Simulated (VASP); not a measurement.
A run of VASP 6.6.1:

INCAR

```
SYSTEM = Rh
AGGAC = 0.0 ; ALGO = Fast
EDIFF = 1E-6 ; ENCUT = 520
GGA = BO ; ISIF = 2
ISMEAR = 1 ; ISPIN = 2
LASPH = .True. ; LCHARG = .True.
LELF = .True. ; LMAXMIX = 4
LORBIT = 11 ; LREAL = .False.
LUSE_VDW = .True. ; LWAVE = .False.
MAGMOM = 0.6 -0.6 ; NELM = 60
PARAM1 = 0.1833333333 ; PARAM2 = 0.22
PREC = Accurate ; SIGMA = 0.1
```

The input KPOINTS:

```
k-points
0
Gamma
  13 13 13
  0 0 0
```

POSCAR

```
Rh
1.0
    1.7618078736      1.7618078736      3.5236157472
    1.7618078736     -1.7618078736      0.0000000000
    1.7618078736      1.7618078736      0.0000000000
Rh
2
Direct
    0.0000000000      0.0000000000      0.0000000000
    0.5000000000      0.5000000000      0.0000000000
```

Potentials or basis: VASP PAW PBE potentials, release 64 (Rh_pv).

Run with:

```sh
$ cat potpaw_PBE.64/Rh_pv/POTCAR > POTCAR
$ mpirun -np 1 vasp_std > vasp.out
```

Hardware: 1 thread of Intel(R) Xeon(R) Platinum 8488C (Sapphire Rapids), with other jobs on the host.

Q: How long does it take, and how much memory?

A: It took 2.2 min on 1 thread of Intel(R) Xeon(R) Platinum 8488C (Sapphire Rapids) (shared host), peak memory 0.36 GiB. Counts: scf iterations 13, k points 196.
